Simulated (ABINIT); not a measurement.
A run of ABINIT 10.8.3 (patched build) is set up as follows.

File run.abi:

```
pp_dirpath "./"
pseudos "Si.LDA_PW-JTH.xml"

acell 7.2195559822 7.2195559822 7.2195559822
rprim
     0.0000000000     0.7071067812     0.7071067812
     0.7071067812     0.0000000000     0.7071067812
     0.7071067812     0.7071067812     0.0000000000
ntypat 1
znucl 14
natom 2
typat 1 1
xred
     0.5000000000     0.5000000000     0.5000000000
     0.7500000000     0.7500000000     0.7500000000
chkprim 0
chksymtnons 0
tolsym 1.0e-6

ecut 15.0
pawecutdg 30.0

kptopt 1
ngkpt 6 6 6
nshiftk 1
shiftk 0.0 0.0 0.0

ixc 7

nband 8
occopt 3
tsmear 0.00183747

nstep 100
tolvrs 1.0e-9

iomode 3
prtwf 0
prteig 0
prtebands 0
enunit 1
prtden 1
prtvha 1
prtvclmb 1
prtpot 1
```

Potentials or basis: JTH PAW LDA v2.0.

Run with:

```console
$ mpirun --bind-to none -np 4 abinit run.abi > log 2>&1
```

What does it give for the band gap on the k mesh?

0.58 eV, indirect (least direct gap 2.53 eV).

Estimate the pressure.

0.0 GPa.

A k mesh can miss the band edges.
